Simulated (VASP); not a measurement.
# BAs (F-43m) in VASP: a series of runs, part 2 of 2

VASP 6.6.1. Earlier steps stand in the parts before.

## 4. Dielectric tensor, PBE

Input file INCAR:

```
SYSTEM = BAs
ALGO = Normal
EDIFF = 1E-8
ENCUT = 340
GGA = PE
ISIF = 2
ISMEAR = 0
LASPH = .True.
LCHARG = .False.
LEPSILON = .True.
LREAL = .False.
LWAVE = .False.
NELM = 100
PREC = Accurate
SIGMA = 0.01
```

Input file KPOINTS:

```
k-points
0
Gamma
  9 9 9
  0 0 0
```

Input file POSCAR:

```
BAs
1.0
    0.0000000000      2.3885000000      2.3885000000
    2.3885000000      0.0000000000      2.3885000000
    2.3885000000      2.3885000000      0.0000000000
As B
1 1
Direct
    0.7500000000      0.7500000000      0.7500000000
    0.0000000000      0.0000000000      0.0000000000
```

Potentials or basis: VASP PAW PBE potentials, release 64 (As, B).

Command:

```sh
cat potpaw_PBE.64/As/POTCAR potpaw_PBE.64/B/POTCAR > POTCAR
mpirun -np 1 vasp_std > vasp.out
```

OUTCAR:

```text
SYSTEM = BAs
   EDIFF = 1E-8
   ENCUT = 340
   GGA = PE
   ISIF = 2
   ISMEAR = 0
   LASPH = .True.
   LEPSILON = .True.
   LREAL = .False.
   NELM = 100
   PREC = Accurate

 Found     35 irreducible k-points:

 Following reciprocal coordinates:
            Coordinates               Weight
  0.000000  0.000000  0.000000      1.000000
  0.111111  0.000000  0.000000      8.000000
  0.222222  0.000000  0.000000      8.000000
  0.333333  0.000000  0.000000      8.000000
  0.444444  0.000000  0.000000      8.000000
  0.111111  0.111111  0.000000      6.000000
   k-points           NKPTS =     35   k-points in BZ     NKDIM =     35   number of bands    NBANDS=      8
   number of dos      NEDOS =    301   number of ions     NIONS =      2
   total plane-waves  NPLWV =   8000
   dimension x,y,z NGX =    20 NGY =   20 NGZ =   20
   dimension x,y,z NGXF=    40 NGYF=   40 NGZF=   40
   ions per type =               1   1
   NGX,Y,Z   is equivalent  to a cutoff of   9.84,  9.84,  9.84 a.u.
   NGXF,Y,Z  is equivalent  to a cutoff of  19.69, 19.69, 19.69 a.u.
 SYSTEM =  BAs
   PREC   = accura    normal or accurate (medium, high low for compatibility)
   ISTART =      0    job   : 0-new  1-cont  2-samecut
   ICHARG =      2    charge: 1-file 2-atom 10-const
   ISPIN  =      1    spin polarized calculation?
[... 179 lines left out ...]
  free energy    TOTEN  =        -0.73021524 eV

  energy without entropy =       -0.73021524

------------------------ aborting loop because EDIFF is reached ----------------------------------------

 PIEZOELECTRIC TENSOR FIELD DIRECTION 3  (e Angst)
 -----------------------------------------------------------------------------
    -0.00031 -0.15355  0.00000           (  0.00000 -0.10040  0.00000)
    -0.15355 -0.00031  0.00000           ( -0.10040  0.00000  0.00000)
     0.00000  0.00000 -0.00025           (  0.00000  0.00000 -0.00000)

 PIEZOELECTRIC TENSOR FIELD DIRECTION 3  (C/m^2)
 -----------------------------------------------------------------------------
    -0.00018 -0.09027  0.00000
    -0.09027 -0.00018  0.00000
     0.00000  0.00000 -0.00015

 MACROSCOPIC STATIC DIELECTRIC TENSOR (including local field effects in DFT)
 ------------------------------------------------------
           9.981530    -0.000000    -0.000000
          -0.000000     9.981530     0.000000
          -0.000000     0.000000     9.981530
 ------------------------------------------------------

 PIEZOELECTRIC TENSOR (including local field effects)  for field in x, y, z        (e  Angst)
          XX          YY          ZZ          XY          YZ          ZX
  --------------------------------------------------------------------------------
  x     0.00000     0.00000    -0.00000     0.00000    -0.14640     0.00000
  y     0.00000     0.00000    -0.00000     0.00000     0.00000    -0.14640
  z    -0.00000     0.00000     0.00000    -0.14640     0.00000     0.00000

 PIEZOELECTRIC TENSOR (including local field effects)  for field in x, y, z        (C/m^2)
          XX          YY          ZZ          XY          YZ          ZX
  --------------------------------------------------------------------------------
  x     0.00000     0.00000    -0.00000     0.00000    -0.08607     0.00000
  y     0.00000     0.00000    -0.00000     0.00000     0.00000    -0.08607
  z    -0.00000     0.00000     0.00000    -0.08607     0.00000     0.00000

 BORN EFFECTIVE CHARGES (including local field effects) (in |e|, cummulative output)
 ---------------------------------------------------------------------------------
 ion    1
    1     0.52724    -0.00000     0.00000
    2     0.00000     0.52724    -0.00000
    3    -0.00000     0.00000     0.52724
 ion    2
    1    -0.52724     0.00000     0.00000
    2     0.00000    -0.52724     0.00000
    3     0.00000    -0.00000    -0.52724
```

OSZICAR:

```text
N       E                     dE             d eps       ncg     rms          rms(c)
DAV:   1     0.549763552625E+01    0.54976E+01   -0.30893E+03   584   0.626E+02
DAV:   2    -0.118344194525E+02   -0.17332E+02   -0.16889E+02   856   0.838E+01
DAV:   3    -0.120400166677E+02   -0.20560E+00   -0.20560E+00   608   0.125E+01
[... 12 lines left out ...]
RMM:   5    -0.729637478534E+00   -0.56296E-02   -0.22692E-04  3245   0.118E-01    0.115E-02
RMM:   6    -0.729975965096E+00   -0.33849E-03   -0.42776E-06  3389   0.173E-02    0.568E-03
RMM:   7    -0.730205465341E+00   -0.22950E-03   -0.22254E-06  3271   0.132E-02    0.490E-04
RMM:   8    -0.730218154956E+00   -0.12690E-04   -0.52947E-08  3504   0.987E-04    0.207E-04
RMM:   9    -0.730215166515E+00    0.29884E-05   -0.11545E-08  3262   0.454E-04    0.365E-05
RMM:  10    -0.730215242336E+00   -0.75820E-07   -0.19837E-08  2950   0.121E-04    0.618E-06
```

stdout:

```text
POSCAR found type information on POSCAR AsB
 POSCAR found :  2 types and       2 ions
 scaLAPACK will be used
 LDA part: xc-table for (Slater+PW92), standard interpolation
 POSCAR, INCAR and KPOINTS ok, starting setup
 FFT: planning ... GRIDC
 FFT: planning ... GRID_SOFT
 FFT: planning ... GRID
 WAVECAR not read
 entering main loop
 Linear response reoptimize wavefunctions to high precision
 Linear response G [H, r] |phi>, progress :
  Direction:   1
 Linear response G [H, r] |phi>, progress :
  Direction:   2
 Linear response G [H, r] |phi>, progress :
  Direction:   3
 Linear response to external field (no local field effect), progress :
  Direction:   1
 dielectric tensor                  component  1 :    12.554     6.398     1.352
 Linear response to external field (no local field effect), progress :
  Direction:   2
 dielectric tensor                  component  2 :     6.399    12.692    -1.659
 Linear response to external field (no local field effect), progress :
  Direction:   3
 dielectric tensor                  component  3 :     1.349    -1.658     5.586
 Linear response to external field, progress :
  Direction:   1
 dielectric tensor                  component  1 :     9.982     2.691     1.541
 Linear response to external field, progress :
  Direction:   2
 dielectric tensor                  component  2 :     2.531     9.982     1.315
 Linear response to external field, progress :
  Direction:   3
 dielectric tensor                  component  3 :     1.962     2.272     9.982
 Born effective charges drift removed
```

Wall time 1.9 min (1 thread of AMD EPYC, shared host); peak memory 0.13 GiB.

The run converged, but some of its settings lie outside the range that counts as converged, so its numbers aren't taken as properties of the crystal.

Results:

```
Band gap on the k mesh                  : 1.23 eV, indirect (least direct gap 3.28 eV)
Electronic dielectric tensor (diagonal) : 9.98
Born charges (mean of the diagonal)     : As +0.53; B -0.53 e
```

Caveat: the cutoff is under 1.25 times the usual one of these potentials, so pressure, stress and relaxed cells hold a basis-set (Pulay) error; an odd mesh through Γ misses points on the zone boundary, where band edges often lie.

## 5. Dielectric tensor, PBE

Changes to INCAR since step 4:

```diff
@@ -3,3 +3,3 @@
 EDIFF = 1E-8
-ENCUT = 340
+ENCUT = 400
 GGA = PE
```

KPOINTS is that of step 4.

POSCAR is that of step 4.

Potentials or basis: VASP PAW PBE potentials, release 64 (As, B).

Command:

```sh
cat potpaw_PBE.64/As/POTCAR potpaw_PBE.64/B/POTCAR > POTCAR
mpirun -np 1 vasp_std > vasp.out
```

OUTCAR:

```text
SYSTEM = BAs
   EDIFF = 1E-8
   ENCUT = 400
   GGA = PE
   ISIF = 2
   ISMEAR = 0
   LASPH = .True.
   LEPSILON = .True.
   LREAL = .False.
   NELM = 100
   PREC = Accurate

 Found     35 irreducible k-points:

 Following reciprocal coordinates:
            Coordinates               Weight
  0.000000  0.000000  0.000000      1.000000
  0.111111  0.000000  0.000000      8.000000
  0.222222  0.000000  0.000000      8.000000
  0.333333  0.000000  0.000000      8.000000
  0.444444  0.000000  0.000000      8.000000
  0.111111  0.111111  0.000000      6.000000
   k-points           NKPTS =     35   k-points in BZ     NKDIM =     35   number of bands    NBANDS=      8
   number of dos      NEDOS =    301   number of ions     NIONS =      2
   total plane-waves  NPLWV =  13824
   dimension x,y,z NGX =    24 NGY =   24 NGZ =   24
   dimension x,y,z NGXF=    48 NGYF=   48 NGZF=   48
   ions per type =               1   1
   NGX,Y,Z   is equivalent  to a cutoff of  11.81, 11.81, 11.81 a.u.
   NGXF,Y,Z  is equivalent  to a cutoff of  23.62, 23.62, 23.62 a.u.
 SYSTEM =  BAs
   PREC   = accura    normal or accurate (medium, high low for compatibility)
   ISTART =      0    job   : 0-new  1-cont  2-samecut
   ICHARG =      2    charge: 1-file 2-atom 10-const
   ISPIN  =      1    spin polarized calculation?
   LNONCOLLINEAR =      F non collinear calculations
   LSORBIT =      F    spin-orbit coupling
   LASPH  =      T    aspherical Exc in radial PAW
   ENCUT  =  400.0 eV  29.40 Ry    5.42 a.u.   5.51  5.51  5.51*2*pi/ulx,y,z
   NELM   =    100;   NELMIN=  2; NELMDL= -5     # of ELM steps
   EDIFF  = 0.1E-07   stopping-criterion for ELM
   LREAL  =      F    real-space projection
   EDIFFG = 0.1E-06   stopping-criterion for IOM
   NSW    =      0    number of steps for IOM
   IBRION =     -1    ionic relax: 0-MD 1-quasi-New 2-CG
   NFREE  =      0    steps in history (QN), initial steepest desc. (CG)
   ISIF   =      2    stress and relaxation
   ISYM   =      2    0-nonsym 1-usesym 2-fastsym
   POTIM  = 0.5000    time-step for ionic-motion
   TEBEG  =    0.0;   TEEND  =   0.0 temperature during run
   PSTRESS=    0.0 pullay stress
   NELECT =       8.0000    total number of electrons
[... 140 lines left out ...]
          -0.000000     0.000000    10.275696
 ------------------------------------------------------

 Free energy of the ion-electron system (eV)
  ---------------------------------------------------
  ---------------------------------------------------
  free energy    TOTEN  =        -0.73056738 eV

  energy without entropy =       -0.73056738

------------------------ aborting loop because EDIFF is reached ----------------------------------------

--------------------------------------- Ionic step        2  -------------------------------------------

------------------------ aborting loop because EDIFF is reached ----------------------------------------

--------------------------------------- Ionic step        3  -------------------------------------------

 Free energy of the ion-electron system (eV)
  ---------------------------------------------------
  ---------------------------------------------------
  free energy    TOTEN  =        -0.73056761 eV

  energy without entropy =       -0.73056761

------------------------ aborting loop because EDIFF is reached ----------------------------------------

 PIEZOELECTRIC TENSOR FIELD DIRECTION 3  (e Angst)
 -----------------------------------------------------------------------------
    -0.00031 -0.15699  0.00000           (  0.00000 -0.10037  0.00000)
    -0.15699 -0.00031  0.00000           ( -0.10037  0.00000  0.00000)
     0.00000  0.00000 -0.00025           (  0.00000  0.00000 -0.00000)

 PIEZOELECTRIC TENSOR FIELD DIRECTION 3  (C/m^2)
 -----------------------------------------------------------------------------
    -0.00018 -0.09230  0.00000
    -0.09230 -0.00018  0.00000
     0.00000  0.00000 -0.00015

 MACROSCOPIC STATIC DIELECTRIC TENSOR (including local field effects in DFT)
 ------------------------------------------------------
           9.980187     0.000000    -0.000000
           0.000000     9.980187    -0.000000
          -0.000000     0.000000     9.980187
 ------------------------------------------------------

 PIEZOELECTRIC TENSOR (including local field effects)  for field in x, y, z        (e  Angst)
          XX          YY          ZZ          XY          YZ          ZX
  --------------------------------------------------------------------------------
  x     0.00000     0.00000    -0.00000     0.00000    -0.14981     0.00000
  y     0.00000    -0.00000    -0.00000     0.00000     0.00000    -0.14981
  z    -0.00000     0.00000     0.00000    -0.14981     0.00000     0.00000

 PIEZOELECTRIC TENSOR (including local field effects)  for field in x, y, z        (C/m^2)
          XX          YY          ZZ          XY          YZ          ZX
  --------------------------------------------------------------------------------
  x     0.00000     0.00000    -0.00000     0.00000    -0.08808     0.00000
  y     0.00000    -0.00000    -0.00000     0.00000     0.00000    -0.08808
  z    -0.00000     0.00000     0.00000    -0.08808     0.00000     0.00000

 BORN EFFECTIVE CHARGES (including local field effects) (in |e|, cummulative output)
 ---------------------------------------------------------------------------------
 ion    1
    1     0.52740    -0.00000     0.00000
    2     0.00000     0.52740     0.00000
    3     0.00000    -0.00000     0.52740
 ion    2
    1    -0.52740     0.00000    -0.00000
    2    -0.00000    -0.52740    -0.00000
    3    -0.00000     0.00000    -0.52740
```

Run time: 3 min. Hardware: 1 thread of AMD EPYC, shared host; peak memory 0.15 GiB.

These settings aren't checked as converged: the numbers below hold their error.

Results:

```yaml
Band_gap_on_the_k_mesh: 1.23 eV, indirect (least direct gap 3.28 eV)
Electronic_dielectric_tensor_diagonal: 9.98
Born_charges_mean_of_the_diagonal: As +0.53; B -0.53 e
```

Caveat: an odd mesh through Γ misses points on the zone boundary, where band edges often lie.

## 6. The reference run

An earlier run on the cell as given: functional PBE; potentials or basis VASP PAW PBE potentials, release 64 (As, B); cutoff 520 eV; k mesh 10 × 10 × 10; occupations fermi-dirac, width 0.05 eV; no spin polarisation.

- Pressure: 3.4 GPa
- Band gap on the k mesh: 1.18 eV, indirect (least direct gap 3.28 eV)
